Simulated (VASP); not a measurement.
**PbS: single point with HSE06**

The system is PbS.

```
CELL_PARAMETERS angstrom
0.05297 3.04021 3.04021
3.04021 0.05297 3.04021
3.04021 3.04021 0.05297
ATOMIC_POSITIONS crystal
Pb 0.00000 0.00000 0.00000
S 0.50000 0.50000 0.50000
```

The cell was built by a generator and needn't be a form met in nature.

The cell isn't the ideal one: shear_111 strain +2.7%.

```
Program                            : VASP 6.6.1
Task                               : single point
Functional                         : HSE06
Potentials or basis                : VASP PAW PBE potentials, release 64 (Pb_d, S)
Cutoff                             : 520 eV
k mesh                             : 6 × 6 × 6
Occupations                        : gaussian, width 0.01 eV
Spin                               : no spin polarisation
Dipole correction                  : no
Exchange at q = 0                  : truncated
Grid for exact exchange (PRECFOCK) : Normal
Screening parameter                : 0.2079 1/A
Further INCAR settings             : ALGO = Normal; EDIFF = 1e-06; NBANDS = 17
```

```
Pressure               : -1.7 GPa
Band gap on the k mesh : 0.82 eV, indirect (least direct gap 0.97 eV)
```

Stress tensor (GPa, compression positive):
```
-1.70 -0.41 -0.41
-0.41 -1.70 -0.41
-0.41 -0.41 -1.70
```

Levels at points of the mesh, in eV from the valence-band top:
```csv
k point,band 6,band 7,band 8,band 9,band 10,band 11,band 12,band 13,band 14,band 15
"(0.00, 0.00, 0.00)",-14.74,-6.56,-2.48,-2.28,-2.28,5.84,5.84,5.86,7.27,7.61
"(0.50, 0.00, 0.00)",-13.54,-9.38,-2.03,-1.96,-0.15,0.82,2.45,2.54,9.35,10.77
"(0.50, 0.50, 0.00)",-13.14,-7.69,-5.47,-3.73,-3.56,4.53,6.13,6.32,6.45,12.08
"(0.50, 0.50, 0.50)",-13.58,-9.52,-1.91,-1.91,0.00,1.02,2.69,2.69,9.33,11.03
```

Run time: 39 min on 1 thread of Intel(R) Xeon(R) 6975P-C (Granite Rapids) (shared host), peak memory 0.31 GiB.

Caveat: the PAW data sets were made with another functional, which shifts forces and pressure a little; spin-orbit coupling is left out, which as a rule narrows the gap of such compounds by several tenths of an eV. A k mesh can miss the band edges.
